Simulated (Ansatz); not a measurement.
**Si: stress in a strained cell**

Aim: deform Si (equal xy, yz and zx engineering shear strains of +2 %) and compute stress, forces and field gradients with LAPW, PAW and all-electron datasets made for the crystal.

Computed with Ansatz 0.2.0 (DFT PBE, scalar-relativistic, unless a step's input says otherwise).

### Step 1. Starting point

The structure is orthorhombic, space group Imma (No. 74). The conventional cell has a = 4.502 Å, b = 4.737 Å, c = 2.550 Å, α = 90.00°, β = 90.00°, γ = 90.00°. Si (site symmetry mm2) has 8 Si at 2.39 to 2.74 Å as nearest neighbours.

Structure file:

```cif
data_structure
_symmetry_space_group_name_H-M 'P 1'
_symmetry_Int_Tables_number 1
_cell_length_a 3.5075
_cell_length_b 3.5075
_cell_length_c 3.5075
_cell_angle_alpha 100.152
_cell_angle_beta 95.050
_cell_angle_gamma 137.368
_cell_volume 27.19
loop_
_atom_site_label
_atom_site_type_symbol
_atom_site_fract_x
_atom_site_fract_y
_atom_site_fract_z
_atom_site_occupancy
Si1 Si 0.80700 0.55700 0.25000 1
Si2 Si 0.19300 0.44300 0.75000 1
```

Atoms are numbered in the order of the input: Si1, Si2.

### Step 2. After the deformation

Space group Imma before, P-1 after.

### Step 3. Full-potential LAPW

Contents of input.yaml:

```yaml
crystal:
  lattice:
    - [-2.214565, 2.35874, 1.276175]
    - [2.240065, -2.33324, 1.273825]
    - [2.261935, 2.37826, -1.228805]
  atoms:
    - { symbol: Si, position: [0.807, 0.557, 0.25] }
    - { symbol: Si, position: [0.193, 0.443, 0.75] }
kpoints:
  mp_grid: { grid: [16, 16, 16] }
  band_path:
    path:
      - [0.0, 0.0, 0.0]
      - [0.0, 0.0, -0.5]
      - [-0.5, 0.5, 0.0]
      - [0.0, 0.0, 0.0]
      - [0.5, 0.0, 0.0]
      - [0.0, 0.5, -0.5]
      - [0.0, 0.0, 0.0]
      - [0.0, 0.5, 0.0]
      - [0.5, 0.0, -0.5]
    npoints: 5
scf:
  occupations: { method: fermi_dirac, width: 0.05 }
hamiltonian:
  xc: pbe
  pseudopotentials: { kind: all_electron, lapw: { basis_error: 0.0005 } }
output:
  forces: true
  stress: true
  eigenvalues: true
```

On the command line:

```console
> ansatz run input.yaml --threads 1 --pin off --max-ram 3072MiB --backend cpu --events-out ev --progress --plain --runs-dir out
```

### Step 4. PAW with frozen cores

Contents of input.yaml:

```yaml
crystal:
  lattice:
    - [-2.214565, 2.35874, 1.276175]
    - [2.240065, -2.33324, 1.273825]
    - [2.261935, 2.37826, -1.228805]
  atoms:
    - { symbol: Si, position: [0.807, 0.557, 0.25] }
    - { symbol: Si, position: [0.193, 0.443, 0.75] }
kpoints:
  mp_grid: { grid: [16, 16, 16] }
scf:
  occupations: { method: fermi_dirac, width: 0.05 }
hamiltonian:
  xc: pbe
  pseudopotentials: { kind: paw }
output:
  forces: true
  stress: true
  eigenvalues: true
  efg: { contact_densities: true }
```

### Step 5. Datasets made for this crystal

input.yaml: that of step 4 with these lines changed.

```diff
@@ -14,3 +14,3 @@
   xc: pbe
-  pseudopotentials: { kind: paw }
+  pseudopotentials: { kind: all_electron, datasets: crystal }
 output:
```

(Steps that only read results are left out.)

**Question.** What will these runs give? Wanted: pressure; largest shear or deviatoric stress.

As calculated:

```
                                 quantity                                              value
                                 pressure  LAPW 15.75, PAW 15.77, crystal datasets 15.75 GPa
largest shear or deviatoric stress (LAPW)                                           2.08 GPa
```

What this shows: The largest part of the stress beyond the pressure is 2.08 GPa in size, in the yy component; the atoms are carried along and not relaxed. No run of the undeformed cell stands beside it, so the pressure holds what the given cell had before the change. PAW: stress within 0.03 GPa of LAPW, forces within 1 meV/Å. Crystal datasets: stress within 0.01 GPa of LAPW, forces within 1 meV/Å.
